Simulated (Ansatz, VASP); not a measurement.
One calculation of MnS, two programs

```xyz
4
Lattice="0.0000 2.8000 2.8000 5.6000 2.8000 2.8000 5.6000 5.6000 0.0000" Properties=species:S:1:pos:R:3 pbc="T T T"
Mn    0.0000    0.0000    0.0000
Mn    2.8000    2.8000    0.0000
S     4.2000    4.2000    4.2000
S     7.0000    7.0000    4.2000
```

Alike in both runs: task single point; functional PBE; k mesh 6 × 6 × 6; occupations gaussian, width 0.05 eV; collinear spin; Hubbard terms Mn d U = 6.0 eV.

```csv
,VASP,Ansatz
version,VASP 6.6.1,Ansatz 0.2.0
potentials or method,"VASP PAW PBE potentials, release 64 (Mn_pv, S)","scalar-relativistic, plane waves, PAW"
plane-wave cutoff (eV),520,420
valence electrons in the cell,38,42
```

|  | VASP | Ansatz | Ansatz less VASP |
| --- | --- | --- | --- |
| gap on the k mesh at the Fermi level (eV) | 2.90 | 2.87 | -0.036 |
| least direct gap on the mesh (eV) | 2.90 | 2.87 | -0.036 |
| pressure (GPa) | 5.3 | 5.3 | +0.05 |
| largest component of the traceless stress (GPa) | 0.22 | 0.25 | +0.032 |
| net moment per atom (μB) | 0.00 | 0.00 | 0.000 |
| size of the moment on the site where the two differ most (μB) | 4.59 | 4.35 | -0.232 |

Site moments also hang on the region over which each program counts them. The programs project onto different local orbitals, so the same U acts differently. The two sets of potentials don't hold the same shells in valence.

A k mesh can miss the band edges. The state reached can hang on the start; a lower one may exist.
